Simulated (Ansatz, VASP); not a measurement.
**NaF in VASP and in Ansatz**

```
Na F
1.0
     0.00000    2.29983    2.29983
     2.29983    0.00000    2.29983
     2.29983    2.29983    0.00000
Na F
1 1
Direct
  0.00000 0.00000 0.00000
  0.50000 0.50000 0.50000
```

Change from the starting cell: volume scaled by 0.97.

Alike in both runs: task single point; functional PBE; k mesh 10 × 10 × 10; occupations fermi-dirac, width 0.02 eV; no spin polarisation.

```csv
,VASP,Ansatz
version,VASP 6.6.1,Ansatz 0.2.0
potentials or method,"VASP PAW PBE potentials, release 64 (Na_pv, F), cutoff 520 eV","all-electron LAPW, scalar-relativistic"
```

```csv
,VASP,Ansatz,Ansatz less VASP
gap on the k mesh at the Fermi level (eV),6.42,6.43,+0.011
pressure (GPa),3.3,3.4,+0.14
```

Ansatz ran all-electron here, so the differences hold the error of VASP's frozen core and of both bases.

A k mesh can miss the band edges.
